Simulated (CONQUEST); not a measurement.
**AlN under changes of volume**

One of the cells (10.417 Å³/atom); the others are scaled copies at fixed shape and fractional positions:

```
CELL_PARAMETERS angstrom
3.08863 0.00000 0.00000
0.00000 3.08863 0.00000
0.00000 0.00000 4.36799
ATOMIC_POSITIONS crystal
Al 0.00000 0.00000 0.00000
Al 0.50000 0.50000 0.50000
N 0.00000 0.50000 0.75000
N 0.50000 0.00000 0.25000
```

Measurements of this composition are mostly on another form, of space group No. 186.

| Item | Value |
| --- | --- |
| Program | CONQUEST 1.3 |
| Functional | LDA |
| Potentials or basis | PseudoDojo NC LDA, DZP, grid of 36 × 36 × 48 points |
| k mesh | 9 × 9 × 6 |
| Occupations | fermi-dirac, width 0.05 eV |
| Spin | no spin polarisation |

```csv
volume (Å³/atom),energy over the lowest point (meV/atom),pressure (GPa),gap on the mesh (eV)
9.792,18.48,12.1,3.24
10.001,?,?,?
10.209,0.00,1.8,3.22
10.417,0.26,-2.2,3.21
10.626,5.17,-5.5,3.21
10.834,14.48,-8.7,3.20
11.042,27.88,-11.8,3.19
```

Q: What does the run at 10.001 Å³/atom give?

A: Energy over the lowest point 5.95 meV/atom; pressure 7.3 GPa; gap on the mesh 3.23 eV.

Worked out: A Birch-Murnaghan fit of order 3 (a polynomial in V^(-2/3)) to the other rows has its minimum at 10.31 Å³/atom with B0 = V·E''(V) = 206 GPa and B' = 5.9. It gives 5.93 meV/atom at 10.001 Å³/atom, against the run's 5.95, and -dE/dV = 6.9 GPa, against 7.3. A straight line through the other rows of the gap, of slope -0.393 eV per unit of ln V, gives 3.23 eV, against the run's 3.23.

Energies are extrapolated to zero smearing.

Caveats: an odd mesh through Γ misses points on the zone boundary, where band edges often lie; the basis of atomic orbitals isn't converged, which shifts pressures, moduli and gaps; the real-space grid breaks the cell's symmetry a little.
